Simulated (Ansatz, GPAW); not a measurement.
# Fe: programs and potentials compared

```
CELL_PARAMETERS angstrom
-1.44300 1.44300 1.44300
1.44300 -1.44300 1.44300
1.44300 1.44300 -1.44300
ATOMIC_POSITIONS crystal
Fe 0.00000 0.00000 0.00000
```

Alike in all runs: task single point; functional PBE; k mesh 13 × 13 × 13; occupations gaussian, width 0.02 eV; collinear spin, ferromagnetic start; no spin-orbit coupling. Pressure is positive in compression and, in plane waves, holds the error of the finite cutoff, which Ansatz's Pulay term estimates and takes out.

```
                        program and potentials  plane-wave cutoff (eV)                                                                      notes  pressure (GPa)  net moment per atom (μB)
                            Ansatz, Ansatz PAW                     420  16 valence electrons an atom on average; Pulay term of +0.09 GPa included           -9.58                      2.25
Ansatz, all-electron LAPW, scalar-relativistic                       -                                                                          -           -9.78                      2.24
    GPAW, GPAW PAW data sets (gpaw-data 1.2.1)                     600                                     8 valence electrons an atom on average           -7.96                      2.25
```

The pressure spans -9.78 (Ansatz, all-electron LAPW, scalar-relativistic) to -7.96 GPa (GPAW, GPAW PAW data sets (gpaw-data 1.2.1)), with all-electron results at -9.78. The net moment per atom spans 2.24 (Ansatz, all-electron LAPW, scalar-relativistic) to 2.25 μB (GPAW, GPAW PAW data sets (gpaw-data 1.2.1)), with all-electron results at 2.24. The state is the one that the start led to, which needn't be the lowest.

The functional is the same throughout but for its coding, so the spread measures potentials, basis and numerics; runs on potential files found faulty are left out.
